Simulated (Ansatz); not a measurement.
**Ga2O3 — quadrupolar parameters**

The cell is an entry of the Crystallography Open Database (COD), its atoms then relaxed with PBE in this cell.

Space group C2/m (No. 12); a = 12.2140, b = 3.0371, c = 5.7981 Å, β = 103.83°.

| site | Wyckoff | site symmetry | x | y | z |
| --- | --- | --- | --- | --- | --- |
| Ga1 | 4i | m | 0.0912 | 0.0000 | 0.7953 |
| Ga3 | 4i | m | 0.6595 | 0.0000 | 0.3127 |
| O5 | 4i | m | 0.1690 | 0.0000 | 0.1084 |
| O7 | 4i | m | 0.1722 | 0.0000 | 0.5603 |
| O9 | 4i | m | 0.4967 | 0.0000 | 0.2537 |

One atom of each set is listed; the run and its k-mesh use a cell of 10 atoms with edges of 6.29, 6.29, 5.80 Å.

The numbers come from a DFT calculation in Ansatz (r2SCAN, plane waves and PAW, scalar-relativistic, 500 eV cutoff, Γ-centred 10×10×6 k-points, Fermi–Dirac smearing 0.02 eV).

Conventions: |V_zz| ≥ |V_yy| ≥ |V_xx|, η = (V_xx − V_yy)/V_zz, C_Q = eQV_zz/h. ν_Q = 3|C_Q|/[2I(2I − 1)].

⁷¹Ga: I = 3/2, Q = 107.0 mb; ¹⁷O: I = 5/2, Q = -25.58 mb. Q values from Pyykkö, Mol. Phys. 116, 1328 (2018).

Problem. Give the quadrupolar parameters of the distinct sites.

Solution. 

```json
{"site": "Ga1", "atoms": "2", "first shell": "4 O at 1.84–1.87 Å", "C_Q (MHz)": "-9.28", "η": "0.89", "ν_Q (MHz)": "4.64"}
{"site": "Ga3", "atoms": "2", "first shell": "6 O at 1.94–2.07 Å", "C_Q (MHz)": "6.58", "η": "0.12", "ν_Q (MHz)": "3.29"}
{"site": "O5", "atoms": "2", "first shell": "3 Ga at 1.84–1.95 Å", "C_Q (MHz)": "5.00", "η": "0.41", "ν_Q (MHz)": "0.750"}
{"site": "O7", "atoms": "2", "first shell": "4 Ga at 1.87–2.07 Å", "C_Q (MHz)": "-2.48", "η": "0.01", "ν_Q (MHz)": "0.372"}
{"site": "O9", "atoms": "2", "first shell": "3 Ga at 1.84–1.94 Å", "C_Q (MHz)": "6.78", "η": "0.06", "ν_Q (MHz)": "1.02"}
```

At O5 and O9 V_zz stands upright on the plane through its three neighbours (within 1°) in each case. At O7 V_zz points along its shortest bond, to Ga (within 5°).
